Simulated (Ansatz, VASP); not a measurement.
**Cross-check of Si between VASP and Ansatz**

Wanted: the spread between two codes on one cell, functional and k mesh. The cell is taken from a series of runs on this material, whose earlier steps may have relaxed, scaled, displaced or heated it; both programs get it as it stands.

Method: plane waves, with VASP 6.6.1 beside it; relaxation of cell and atoms at r2SCAN, in Ansatz 0.2.0.

## Step 1: Starting point

The structure is cubic, space group Fd-3m (No. 227). The conventional cell has a = 5.444 Å, b = 5.444 Å, c = 5.444 Å, α = 90.00°, β = 90.00°, γ = 90.00°. Nearest to Si lie 4 Si at 2.36 Å.

## Step 2: Ansatz: relaxation of cell and atoms, r2SCAN

Ansatz runs on its PAW soft_1 files.

The relaxed volume is the usual yardstick between codes: in a stiff, nearly cubic crystal its relative difference is about their pressure difference at one cell divided by the bulk modulus.

input.yaml reads:

```yaml
crystal:
  lattice:
    - [0.0, 2.7220403319, 2.7220403319]
    - [2.7220403319, 0.0, 2.7220403319]
    - [2.7220403319, 2.7220403319, 0.0]
  atoms:
    - { symbol: Si, position: [0.0, 0.0, 0.0] }
    - { symbol: Si, position: [0.25, 0.25, 0.25] }
kpoints:
  mp_grid: { grid: [8, 8, 8] }
hamiltonian:
  xc: r2scan
  pseudopotentials: { kind: paw, azcp: { folder: soft_1 } }
scf:
  occupations: { method: fixed }
output:
  forces: true
  stress: true
  eigenvalues: true
relax:
  adjacent_minimum: "off"
  f_tol: 0.001
  max_steps: 60
  cell: { stress_tol: 0.01 }
```

Command:

```sh
> ansatz run input.yaml --threads 4 --pin off --max-ram 9216MiB --backend cpu --events-out ev --progress --plain --runs-dir out
```

Numbers of over 12 decimals in the logs are rounded to 6 here.

The log of the run:

```text
Engine: ansatz 0.2.0, x86_64-unknown-linux-gnu
Pseudopotentials: kind: paw
Pseudopotential: Si, paw, valence charge 4, recommended cutoff 500 eV (meta_gga), soft_1/Si.paw.azcp
Functional definition: r2SCAN
  parameter k0 = 0.174
  parameter k1 = 0.065
  parameter a1 = 4.9479
  exchange = r2scan_x(k0 = k0, k1 = k1, a1 = a1)
  correlation = r2scan_c
Crystal: 2 atoms, lattice volume = 40.338 Å³
Basis set: ecut = 500 eV, 965 PW (Γ), exchange–correlation on 120×120×120 points (64 copies of the dense FFT grid, shifted against one another)
Bands: 8, of which v1, the nominal top of the filled ones, is band 4 counted from 1 (3 counted from 0)
Symmetry: 48 space group operations
Space group: Fd-3m (ITA 227), of the structure as read, at distance tolerance 3.4e-5 Å
k-points: 29 of 512
Non-local potential: Si, projectors of the file, l = 0: 2, l = 1: 2, l = 2: 1
PAW form: soft (Blöchl's): semilocal exchange-correlation on the pseudo side does not see the compensation charge
PAW frozen core: Si, regenerated for the run's functional (the file was generated under x = pbe(κ = 0.804, μ = 0.219515), c = pbe(β = 0.066725))
PAW one-centre angular grid: Si, 302 points (default); XC on 160 Gauss nodes
Initial density: superposition of atomic densities (chi_scale 0.1, normalization cell)
Initial wavefunctions: pseudopotential atomic-orbital guess
Functional: x = r2scan, c = r2scan; τ floored in thin density (d = 2e-4 eV/Å³)
SCF iter   1: F=—  HF=-1278.109400 eV  |F-HF|=—  |Δ(HF+E_count)|=         —  Δρ=4.58e-2  dr2=7.33e-1  dr2_τ=1.31e-2  ethr=3.10e-3  ⟨swp⟩=4.5  Hψ=1694  notcnv=0  defer=44
preconditioner: auto → none  [insulator: Δε(μ)=0.965 eV  Ē_g=10.167 eV  n_scr=8 (ndim 8)  ℏωp=16.5 eV  f_vac=0.000  ε∞_Penn≈3.6]
SCF iter   2: F=—  HF=-1278.109523 eV  |F-HF|=—  |Δ(HF+E_count)|=   1.23e-4  Δρ=2.21e-2  dr2=1.51e-1  dr2_τ=4.19e-4  ethr=3.10e-3  ⟨swp⟩=2.7  Hψ=590  notcnv=0  defer=49
SCF iter   3: F=—  HF=-1278.129315 eV  |F-HF|=—  |Δ(HF+E_count)|=   1.98e-2  Δρ=1.49e-3  dr2=5.61e-4  dr2_τ=4.30e-6  ethr=1.89e-3  ⟨swp⟩=2.0  Hψ=297  notcnv=0  defer=51
SCF iter   4: F=—  HF=-1278.129602 eV  |F-HF|=—  |Δ(HF+E_count)|=   2.87e-4  Δρ=1.45e-4  dr2=4.43e-6  dr2_τ=6.90e-8  ethr=7.01e-6  ⟨swp⟩=2.4  Hψ=402  notcnv=0  defer=52
SCF iter   5: F=—  HF=-1278.129606 eV  |F-HF|=—  |Δ(HF+E_count)|=   4.05e-6  Δρ=1.08e-5  dr2=6.12e-8  dr2_τ=1.23e-9  ethr=1.25e-9  ⟨swp⟩=9.2  Hψ=1865  notcnv=0
SCF iter   6: F=-1278.129606 eV  HF=-1278.129606 eV  |F-HF|=2.97e-10  |Δ(HF+E_count)|=  3.02e-10  Δρ=1.04e-6  dr2=3.36e-10  dr2_τ=5.00e-12  ethr=7.65e-10  ⟨swp⟩=2.1  Hψ=824  notcnv=0
SCF 1 converged in 6 iterations: F = -1278.129606 eV  dr2 = 3.36e-10
  greatest PAW one-centre occupation: 0.628 electrons in one spin orbital (limit 2), on the Si atom at site 1 (counted from 0), in its partial waves of l = 0
relax step   1: F+E_penalty+E_count = -1278.12960597 eV  Δ(F+E_penalty+E_count) = +0.000e0 eV  max|allowed force component| = 4.626e-18 eV/Å  Δτ_max = 0.0000 Å  P = +0.002 GPa  Ω = 40.338 Å³  (6 SCF iters, dr2 threshold 1.00e-7 eV, accepted)
Initial density: handed on by an earlier stage of this run
Initial wavefunctions: pseudopotential atomic-orbital guess (no wavefunctions were taken with the density)
iter 1 solved again at ethr=9.06e-8 eV; its pass at ethr=3.10e-3 eV (dr2=7.25e-6 eV) is discarded
SCF iter   1: F=—  HF=-1278.129608 eV  |F-HF|=—  |Δ(HF+E_count)|=         —  Δρ=1.12e-6  dr2=3.64e-10  dr2_τ=4.49e-12  ethr=9.06e-8  ⟨swp⟩=3.2  Hψ=2416  notcnv=0  defer=53
eigensolver tolerance schedule: the retry pair's looser diagonalisation over-reported the residual by 19891.57 of it (diagonalisation noise at 1.39 of the residual, at the tolerance the schedule requests for it); recorded, not acted on — ethr = c·dr2/N_el stays at c = 1.0e-1
preconditioner: auto → none  [insulator: Δε(μ)=0.812 eV  Ē_g=10.039 eV  n_scr=8 (ndim 8)  ℏωp=16.5 eV  f_vac=0.000  ε∞_Penn≈3.7]
SCF iter   2: F=—  HF=-1278.129606 eV  |F-HF|=—  |Δ(HF+E_count)|=   1.87e-6  Δρ=5.22e-7  dr2=7.01e-11  dr2_τ=1.27e-12  ethr=4.56e-12  ⟨swp⟩=3.2  Hψ=441  notcnv=0  defer=44
SCF iter   3: F=—  HF=-1278.129606 eV  |F-HF|=—  |Δ(HF+E_count)|=  1.09e-10  Δρ=1.15e-7  dr2=2.13e-12  dr2_τ=8.09e-14  ethr=8.77e-13 (applied; sched 1.00e-12)  ⟨swp⟩=2.0  Hψ=348  notcnv=0  defer=44
SCF iter   4: F=-1278.129606 eV  HF=-1278.129606 eV  |F-HF|=2.27e-13  |Δ(HF+E_count)|=  3.18e-12  Δρ=2.72e-8  dr2=1.29e-13  dr2_τ=1.93e-15  ethr=1.00e-12  ⟨swp⟩=9.1  Hψ=1633  notcnv=0
SCF 2 converged in 4 iterations: F = -1278.129606 eV  dr2 = 1.29e-13
relax step   2: F+E_penalty+E_count = -1278.12960597 eV  Δ(F+E_penalty+E_count) = -5.662e-11 eV  max|allowed force component| = 1.850e-17 eV/Å  Δτ_max = 0.0000 Å  P = +0.002 GPa  Ω = 40.338 Å³  stress off target by 1.72e-3 GPa  SCF on the basis re-selected at this cell (its energy is not comparable with the rows above)  (4 SCF iters)
basis re-selected at this cell: Δ(F+E_penalty+E_count) = -5.662e-11 eV, ΔP = -0.000 GPa vs the last step (what re-selecting the basis moved, of the pressure what is left beyond the Pulay correction that the steps carried, after the strain that the cell walked since its last selection, with what the two solves' SCF thresholds leave and, on support functions, any second-order correction that the steps lacked; it is no  [...]
SCF converged after 4 iterations
Free energy (F): -1278.129606 eV
Harris-Foulkes:  -1278.129606 eV  (|F-HF|=2.27e-13)
Internal energy: -1278.129606 eV  (E = F + TS)
E sigma→0 (E₀):  -1278.129606 eV
Fermi energy:    6.069247 eV
--- Per-component energies (eV) ---
  E_band       = 6.334468
  E_kinetic    = 81.298137
  E_local      = -48.465524  (includes V_loc(G=0)·N_el)
  E_nonlocal   = 44.219676
  E_hartree    = 14.993585
  E_xc         = -105.288155
  E_vxc        = -101.418371  (∫ρ·V_xc dr)
  E_paw        = -1036.764369  (= ΣΔE_a)
  E_vpaw       = -3.216210  (= ΣTr[D̂ρ^β])
  E_aug_tail   = 0.000029  (compensation charges beyond the density's cutoff)
  E_vtau       = 3.929561  (kinetic-family band-sum trace: ∫τ·v_τ [+ j·A + Jᵃ·Aᵃ] dr)
  E_ewald      = -227.970118
  E_core_change = -0.152866  (= ΣΔE_core)
  E_smearing   = -0.000000  (= −TS)
  E_closure    = 0.000000  (closes the sum)
  Σ components = -1278.129606   (vs F -1278.129606, Δ=0.00e0)
--- Forces (eV/Å), atoms counted from 1 ---
  atom   1  Si    -0.00000000     0.00000000    -0.00000000
  atom   2  Si    -0.00000000     0.00000000     0.00000000
  max |Σ_I F_I| component: 3.70e-17 eV/Å
--- Stress (GPa, compression-positive) ---
        0.001717       0.000000       0.000000
        0.000000       0.001717      -0.000000
        0.000000       0.000000       0.001717
  P = ⅓ Tr σ = 0.0017 GPa (0.017 kbar)
--- Band table (eV; the first three rows and the last of 29) ---
  k-point 0: bands = ["-6.4183", "6.0692", "6.0692", "6.0692", "8.8070", "8.8070", "8.8070", "9.9559"]
  k-point 1: bands = ["-6.2047", "4.4307", "5.7644", "5.7644", "8.8372", "9.2547", "9.2547", "11.2714"]
  k-point 2: bands = ["-5.5819", "2.0035", "5.2655", "5.2655", "8.3992", "9.8064", "9.8064", "13.5538"]
  k-point 28: bands = ["-1.9073", "-1.9073", "2.0645", "2.0645", "10.6588", "10.6588", "11.4552", "11.4552"]
--- Relaxed structure (1 steps of the walk, 1 accepted, 1 SCFs on fresh bases) ---
  F+E_penalty+E_count = -1278.12960597 eV   max|allowed force component| = 1.850e-17 eV/Å   (the final SCF, on the basis selected at the relaxed cell)
  cell:  # Å, volume = 40.3379 Å³
    - [0.0, 2.7220403319, 2.7220403319]
    - [2.7220403319, 0.0, 2.7220403319]
    - [2.7220403319, 2.7220403319, 0.0]
  atoms:
    - { symbol: Si, position: [0.0, 0.0, 0.0] }
    - { symbol: Si, position: [0.25, 0.25, 0.25] }
```

In the SCF lines HF is the Harris–Foulkes energy and dr2 the Hartree energy of the density residual, in eV; the loop may stop once dr2 is under the threshold and the program's other checks hold. Hψ counts applications of the Hamiltonian.

## Step 3: VASP: relaxation of cell and atoms, r2SCAN

The same cell, functional and mesh now go to VASP, with its own data sets.

Lines of VASP's logs that name or quote its potential files are left out, and so is its time.

INCAR reads:

```
SYSTEM = Si
PREC = Accurate
ENCUT = 550
EDIFF = 1E-07
NELM = 120
ISMEAR = 0
SIGMA = 0.01
LREAL = .FALSE.
ALGO = Normal
METAGGA = R2SCAN
LASPH = .TRUE.
NBANDS = 10
LORBIT = 11
LWAVE = .FALSE.
LCHARG = .FALSE.
ISIF = 3
IBRION = 2
NSW = 80
EDIFFG = -0.005
GGA_COMPAT = .FALSE.
NELMIN = 4
EFERMI = MIDGAP
LMIXTAU = .TRUE.
```

POSCAR reads:

```
Si
1.0
    0.0000000000      2.7220400000      2.7220400000
    2.7220400000      0.0000000000      2.7220400000
    2.7220400000      2.7220400000      0.0000000000
Si
2
Direct
    0.0000000000      0.0000000000      0.0000000000
    0.2500000000      0.2500000000      0.2500000000
```

KPOINTS reads:

```
Automatic mesh
0
Gamma
8 8 8
0 0 0
```

The projector-augmented-wave data sets are Si (PBE family, release 64).

Command:

```sh
> mpirun -np 1 vasp_std
```

The log of the run:

```text
[banner, memory and clock lines left out]
running    1 mpi-ranks, on    1 nodes
 distrk:  each k-point on    1 cores,    1 groups
 distr:  one band on    1 cores,    1 groups

 POSCAR found type information on POSCAR Si
 POSCAR found :  1 types and       2 ions
|                                                                             |
|               ----> ADVICE to this user running VASP <----                  |
|                                                                             |
|     You enforced a specific xc type in the INCAR file but a different       |
|     [... a line on the potential file left out ...]
|     I HOPE YOU KNOW WHAT YOU ARE DOING!                                     |
|                                                                             |

 LDA part: xc-table for (None), standard interpolation
 POSCAR, INCAR and KPOINTS ok, starting setup
 FFT: planning ... GRIDC
 FFT: planning ... GRID_SOFT
 FFT: planning ... GRID
 WAVECAR not read
 entering main loop
       N       E                     dE             d eps       ncg     rms          rms(c)
DAV:   1    -0.132540651515E+01   -0.13254E+01   -0.35487E+03   580   0.677E+02
DAV:   2    -0.182550137783E+02   -0.16930E+02   -0.16118E+02   800   0.872E+01
DAV:   3    -0.187107248520E+02   -0.45571E+00   -0.45418E+00   724   0.127E+01
DAV:   4    -0.187142456074E+02   -0.35208E-02   -0.35199E-02   770   0.140E+00
DAV:   5    -0.187142651945E+02   -0.19587E-04   -0.19587E-04   690   0.930E-02    0.599E+00
DAV:   6    -0.175409391348E+02    0.11733E+01   -0.13902E-01   634   0.246E+00    0.419E+00
DAV:   7    -0.184856219786E+02   -0.94468E+00   -0.56397E-01   630   0.327E+00    0.843E-01
DAV:   8    -0.175382903976E+02    0.94733E+00   -0.13254E-01   618   0.214E+00    0.422E-01
DAV:   9    -0.175336198947E+02    0.46705E-02   -0.43935E-02   594   0.159E+00    0.205E-01
DAV:  10    -0.175466932314E+02   -0.13073E-01   -0.11100E-02   588   0.884E-01    0.881E-02
DAV:  11    -0.175469299157E+02   -0.23668E-03   -0.14108E-04   726   0.105E-01    0.626E-02
DAV:  12    -0.175469328336E+02   -0.29179E-05   -0.20353E-04   604   0.144E-01    0.387E-02
DAV:  13    -0.175469603140E+02   -0.27480E-04   -0.82082E-05   590   0.100E-01    0.120E-02
DAV:  14    -0.175469606093E+02   -0.29530E-06   -0.12183E-05   598   0.317E-02    0.519E-03
DAV:  15    -0.175469624426E+02   -0.18334E-05   -0.13102E-06   624   0.135E-02    0.540E-03
DAV:  16    -0.175469617479E+02    0.69473E-06   -0.29488E-07   640   0.401E-03    0.237E-03
DAV:  17    -0.175469618896E+02   -0.14171E-06   -0.13052E-07   596   0.388E-03    0.178E-03
DAV:  18    -0.175469619367E+02   -0.47113E-07   -0.39744E-08   394   0.251E-03
   1 F= -.17546962E+02 E0= -.17546962E+02  d E =-.175470E+02
 curvature:   0.00 expect dE= 0.000E+00 dE for cont linesearch  0.000E+00
 trial: gam= 0.00000 g(F)=  0.106E-49 g(S)=  0.223E-03 ort = 0.000E+00 (trialstep = 0.100E+01)
 search vector abs. value=  0.223E-03
 bond charge predicted
       N       E                     dE             d eps       ncg     rms          rms(c)
DAV:   1    -0.175470226654E+02   -0.60776E-04   -0.31917E-03   638   0.271E-01    0.602E-02
DAV:   2    -0.175469993596E+02    0.23306E-04   -0.11079E-04   624   0.661E-02    0.395E-02
DAV:   3    -0.175469787346E+02    0.20625E-04   -0.36410E-05   594   0.436E-02    0.109E-02
DAV:   4    -0.175469904381E+02   -0.11704E-04   -0.49964E-06   612   0.162E-02    0.104E-02
DAV:   5    -0.175469856169E+02    0.48212E-05   -0.31518E-06   584   0.152E-02    0.832E-03
DAV:   6    -0.175469925963E+02   -0.69794E-05   -0.30689E-06   584   0.150E-02    0.476E-04
DAV:   7    -0.175469925195E+02    0.76760E-07   -0.22384E-07   584   0.469E-03
   2 F= -.17546993E+02 E0= -.17546993E+02  d E =-.305828E-04
 trial-energy change:   -0.000031  1 .order   -0.000027   -0.000223    0.000170
 step:   0.5826(harm=  0.5676)  dis= 0.00000  next Energy=   -17.547028 (dE=-0.657E-04)
 bond charge predicted
       N       E                     dE             d eps       ncg     rms          rms(c)
DAV:   1    -0.175470352900E+02   -0.42694E-04   -0.55252E-04   636   0.113E-01    0.252E-02
DAV:   2    -0.175470310396E+02    0.42504E-05   -0.19667E-05   624   0.279E-02    0.165E-02
DAV:   3    -0.175470269059E+02    0.41336E-05   -0.63171E-06   590   0.185E-02    0.445E-03
DAV:   4    -0.175470285593E+02   -0.16534E-05   -0.93533E-07   612   0.703E-03    0.433E-03
DAV:   5    -0.175470265496E+02    0.20097E-05   -0.51198E-07   580   0.547E-03    0.367E-03
DAV:   6    -0.175470278172E+02   -0.12676E-05   -0.52060E-07   584   0.534E-03    0.162E-04
DAV:   7    -0.175470278992E+02   -0.81946E-07   -0.33139E-08   328   0.182E-03
   3 F= -.17547028E+02 E0= -.17547028E+02  d E =-.659625E-04
 curvature:  -0.28 expect dE=-0.451E-07 dE for cont linesearch -0.451E-07
 trial: gam= 0.00000 g(F)=  0.754E-48 g(S)=  0.159E-06 ort =-0.595E-05 (trialstep = 0.917E+00)
 search vector abs. value=  0.159E-06
 reached required accuracy - stopping structural energy minimisation
```

Parts of OUTCAR (step 3):

```text
ion  position               nearest neighbor table
   1  0.000  0.000  0.000-   2 2.36   2 2.36   2 2.36   2 2.36
   2  0.250  0.250  0.250-   1 2.36   1 2.36   1 2.36   1 2.36

  LATTYP: Found a face centered cubic cell.
 ALAT       =     5.4440800000

 Subroutine GETGRP returns: Found 48 space group operations
 (whereof 24 operations were pure point group operations)

The static configuration has the point symmetry T_d .
 The point group associated with its full space group is O_h .

 Found     29 irreducible k-points:

   k-points           NKPTS =     29   k-points in BZ     NKDIM =     29   number of bands    NBANDS=     10

   dimension x,y,z NGX =    30 NGY =   30 NGZ =   30
   dimension x,y,z NGXF=    60 NGYF=   60 NGZF=   60

   ENCUT  =  550.0 eV  40.42 Ry    6.36 a.u.   7.36  7.36  7.36*2*pi/ulx,y,z

   NELECT =       8.0000    total number of electrons

 k-points in reciprocal lattice and weights: Automatic mesh
   0.00000000  0.00000000  0.00000000       0.002
   0.12500000  0.00000000  0.00000000       0.016
   0.25000000  0.00000000  0.00000000       0.016
   0.37500000  0.00000000  0.00000000       0.016
   0.50000000  0.00000000  0.00000000       0.008
   0.12500000  0.12500000  0.00000000       0.012
   0.25000000  0.12500000  0.00000000       0.047
   0.37500000  0.12500000  0.00000000       0.047
   0.50000000  0.12500000  0.00000000       0.047
[...]
-0.37500000  0.50000000  0.12500000       0.023
  -0.25000000  0.50000000  0.25000000       0.012

 average (electrostatic) potential at core
       1 -86.2298       2 -86.2298

 E-fermi :   6.0986

 k-point     1 :       0.0000    0.0000    0.0000
  band No.  band energies     occupation
      1      -6.8028      2.00000
      2       5.6877      2.00000
      3       5.6877      2.00000
      4       5.6877      2.00000
      5       8.4435      0.00000
      6       8.4435      0.00000
      7       8.4435      0.00000
      8       9.6148      0.00000
      9      13.8113      0.00000
    ...

 k-point     2 :       0.1250    0.0000    0.0000
  band No.  band energies     occupation
      1      -6.5888      2.00000
      2       4.0536      2.00000
      3       5.3840      2.00000
      4       5.3840      2.00000
      5       8.4766      0.00000
      6       8.8910      0.00000
      7       8.8910      0.00000
      8      10.9226      0.00000
      9      13.3349      0.00000
    ...

 k-point     3 :       0.2500    0.0000    0.0000
  band No.  band energies     occupation
      1      -5.9648      2.00000
      2       1.6266      2.00000
      3       4.8862      2.00000
      4       4.8862      2.00000
      5       8.0394      0.00000
      6       9.4425      0.00000
      7       9.4425      0.00000
      8      13.2026      0.00000
      9      13.3131      0.00000
    ...

  Total        0.0014821      0.0014821      0.0014821      0.0000000      0.0000000     -0.0000000
  in kB        0.0590044      0.0590044      0.0590044      0.0000000      0.0000000     -0.0000000
  external PRESSURE =       0.0590044 kB  Pullay stress =       0.0000000 kB

  energy-cutoff  :      550.00
  volume of cell :       40.24
      direct lattice vectors                 reciprocal lattice vectors
     0.000000000  2.719916952  2.719916952    -0.183829142  0.183829142  0.183829142
     2.719916952  0.000000000  2.719916952     0.183829142 -0.183829142  0.183829142
     2.719916952  2.719916952  0.000000000     0.183829142  0.183829142 -0.183829142

 POSITION                                       TOTAL-FORCE (eV/Angst)
 -----------------------------------------------------------------------------------
      0.00000      0.00000      0.00000         0.000000      0.000000      0.000000
      1.35996      1.35996      1.35996        -0.000000     -0.000000     -0.000000
 -----------------------------------------------------------------------------------
    total drift:                               -0.000000     -0.000000     -0.000000

  FREE ENERGIE OF THE ION-ELECTRON SYSTEM (eV)
  ---------------------------------------------------
  free  energy   TOTEN  =       -17.5470278992 eV

  energy  without entropy=      -17.5470278992  energy(sigma->0) =      -17.54702790

 reached required accuracy - stopping structural energy minimisation

 total charge
# of ion       s       p       d       tot
------------------------------------------
    1        0.745   0.962   0.000   1.707
    2        0.745   0.962   0.000   1.707
--------------------------------------------------
tot          1.489   1.924   0.000   3.414

[... 3 further parts left out ...]
```

CONTCAR:

```
Si
   1.00000000000000
     0.0000000000000000    2.7199169523427451    2.7199169523427451
     2.7199169523427451    0.0000000000000000    2.7199169523427451
     2.7199169523427451    2.7199169523427451    0.0000000000000000
  Si
     2
Direct
     0.0000000000000000    0.0000000000000000    0.0000000000000000
     0.2500000000000000    0.2500000000000000    0.2500000000000000
```

## Step 4: Differences

Known differences besides the potentials themselves: VASP keeps PBE cores, Ansatz makes them for the functional; fixed occupations in Ansatz, narrow Gaussian smearing in VASP; the cutoff is 500 eV in Ansatz and 550 eV in VASP; Ansatz adds a Pulay correction to the stress that steers its cell, VASP none. Total energies have different zeros and are not compared.

The two programs side by side:

```tsv
quantity	Ansatz	VASP	difference
volume (Å³)	40.34	40.24	+0.23 %
edge a after relaxation, in the typed setting (Å)	3.849	3.846	+0.08 %
```

## Step 5: What came out

* difference in volume (relaxation of cell and atoms, r2SCAN): 0.23 %

**Reading.** The difference in volume is 0.23 % (relaxation of cell and atoms, r2SCAN), within the 1.2 % picked in this series as the mark of a large difference, as far as the stopping tolerances let one tell. Such differences can come from data sets, numerical settings and the points named under the comparisons, not from the functional's error against experiment.

[Lines on the potential files, build, host, timing and source positions are cut from VASP's logs without a mark.]

[Logs are printed without paths, hosts, clocks, repeated set-up lines and the standing remarks that a program may print on its own settings, such as how far it seeks lower states.]

[Hosts, paths, dates, database ids (printed as entryN), source tags and the programs' standing remarks are cut or masked in the printed files.]
